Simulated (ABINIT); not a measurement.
An input for ABINIT 10.8.3 (InP (F-43m)):

```
acell 3*1.0 Angstrom
rprim 
  -0.000000000000 2.934350000000 2.934350000000
  2.934350000000 -0.000000000000 2.934350000000
  2.934350000000 2.934350000000 -0.000000000000
ntypat 2
znucl 49 15
natom 2
typat 1 2
xred 
  0.000000000000 0.000000000000 0.000000000000
  0.250000000000 0.250000000000 0.250000000000
pp_dirpath "pseudos"
pseudos "In.upf, P.upf"
ecut 33
ngkpt 4 4 4
nshiftk 1
shiftk 0 0 0
kptopt 1
chksymbreak 0
istwfk *1
occopt 1
irdwfk 1
optdriver 4
nband 126
gwcalctyp 0
ecutsigx 33
symsigma 1
nkptgw 3
kptgw 
  0.0000000000 0.0000000000 0.0000000000
  0.5000000000 0.0000000000 0.0000000000
  0.5000000000 0.5000000000 0.0000000000
bdgw 
  11 17
  12 16
  12 15
ecuteps 6.7
irdscr 1
ppmodel 1
indata_prefix "in"
outdata_prefix "out"
tmpdata_prefix "tmp"
```

```sh
OMP_NUM_THREADS=1 mpirun -n 4 abinit run.abi > log
```

How long will it take on 4 MPI ranks of Arm Neoverse V1, shared host, and how much memory?

It took 26 s; on shared hardware allow 13 s to 51 s. Peak host memory was 0.97 GiB.

[Paths, hosts, dates, memory and timing lines, banners, echoed tables and standing remarks are left out of the program output.]

[Logs are printed without paths, hosts, clocks, repeated set-up lines and the standing remarks that a program may print on its own settings, such as how far it seeks lower states.]

[Runs of the session that timed out or met a known fault of the program may be left out.]

[Hosts, paths, dates, database ids (printed as entryN), source tags and the programs' standing remarks are cut or masked in the printed files.]

[G0W0 gaps are taken among the corrected bands and points alone; a level outside them can change the order at an edge.]

[Where Ansatz stands beside ABINIT at settings called matched, ABINIT's density can come from a denser mesh and the files from another edition; pairs whose starting gaps differed by over 0.03 eV were left out, so agreement reads better than it is.]
